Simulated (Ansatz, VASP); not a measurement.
# Sn in VASP and in Ansatz

```
CELL_PARAMETERS angstrom
4.64052 0.00000 0.00000
-2.32026 4.01881 0.00000
0.00000 0.00000 28.00000
ATOMIC_POSITIONS crystal
Sn 0.33333 0.66667 0.51540
Sn 0.66667 0.33333 0.48460
```

The cell was built by a generator and needn't be a form met in nature.

Alike in both runs: functional PBE; dispersion D3(BJ); k mesh 12 × 12 × 1; occupations gaussian, width 0.1 eV; no spin polarisation.

Ansatz relaxed the structure, and its values are those at the end. VASP's run is a single point on that final structure, the one shown.

```csv
,VASP,Ansatz
version,VASP 6.6.1,Ansatz 0.2.0
potentials or method,"VASP PAW PBE potentials, release 64 (Sn_d)","scalar-relativistic, plane waves, PAW"
plane-wave cutoff (eV),520,420
valence electrons in the cell,28,28
```

```tsv
	VASP	Ansatz	Ansatz less VASP
gap on the k mesh at the Fermi level (eV)	none	none	-
rms of the force components (eV/Å)	0.004	0.001	-0.0022
work function, face that differs most (eV)	4.26	4.27	+0.006
```

A gap of «none» marks a metal or a gap that the smearing closes.
